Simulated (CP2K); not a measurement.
PbS (Galena):

```
CELL_PARAMETERS angstrom
4.19420 0.00000 0.00000
2.09710 3.63229 0.00000
2.09710 1.21076 3.42455
ATOMIC_POSITIONS crystal
Pb 0.00000 0.00000 0.00000
S 0.50000 0.50000 0.50000
```

Base run:

- Program: CP2K 2026.2
- Functional: PBEsol
- Potentials or basis: GTH_POTENTIALS Pb GTH-PBE-q4, S GTH-PBE-q6; DZVP-MOLOPT-SR-GTH basis
- Density cutoff: 6123 eV
- k mesh: 8 × 8 × 8
- Occupations: fermi-dirac, width 0.05 eV
- Spin: no spin polarisation

Its results: band gap on the k mesh 0.23 eV, direct; pressure 0.8 GPa.

Task: The run is repeated on the same cell with these changes: functional from PBEsol to PBE. What comes out?

Result: Band gap on the k mesh 0.36 eV, direct; pressure 2.2 GPa.

PBE binds less tightly than PBEsol, so the same cell stands under more pressure.

Caveats: spin-orbit coupling is left out, which as a rule narrows the gap of such compounds by several tenths of an eV; the basis of atomic orbitals isn't converged, which shifts pressures, moduli and gaps; the potentials were made for another functional, which shifts forces and pressure (some runs).
